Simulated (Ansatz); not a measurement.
CuO under changes of volume

One of the cells (9.643 Å³/atom); the others are scaled copies at fixed shape and fractional positions:

```
Cu O
1.0
     2.83633    0.00000    0.00000
    -1.41816    2.45633    0.00000
     0.00000    0.00000    2.76811
Cu O
1 1
Direct
  0.00000 0.00000 0.00000
  0.66667 0.33333 0.50000
```

Measurements of this composition are mostly on another form, of space group No. 15.

* Program: Ansatz 0.2.0
* Functional: PBE
* Potentials or basis: PseudoDojo standard (PBE files)
* Cutoff: 1252 eV
* Density cutoff: 5007 eV
* k mesh: 11 × 11 × 10
* Occupations: fermi-dirac, width 0.05 eV
* Spin: no spin polarisation

```tsv
volume (Å³/atom)	energy over the lowest point (meV/atom)	pressure (GPa)
9.064	17.22	11.2
9.257	6.60	6.7
9.450	1.04	2.7
9.643	0.00	-0.8
9.836	2.98	-3.9
10.028	9.54	-6.7
10.221	?	?
```

Task: What does the run at 10.221 Å³/atom give?

Result: Energy over the lowest point 19.29 meV/atom; pressure -9.2 GPa.

Worked out: A Birch-Murnaghan fit of order 3 (a polynomial in V^(-2/3)) to the other rows has its minimum at 9.59 Å³/atom with B0 = V·E''(V) = 171 GPa and B' = 4.6 at fixed shape and positions, which overstates the stiffness. It gives 19.34 meV/atom at 10.221 Å³/atom, against the run's 19.29, and -dE/dV = -9.4 GPa, against -9.2.

Energies are extrapolated to zero smearing.

Caveats: an odd number of electrons without spin polarisation forces a metal; a magnetic or distorted state may lie lower; the run has no spin polarisation, though such a crystal can be magnetic.
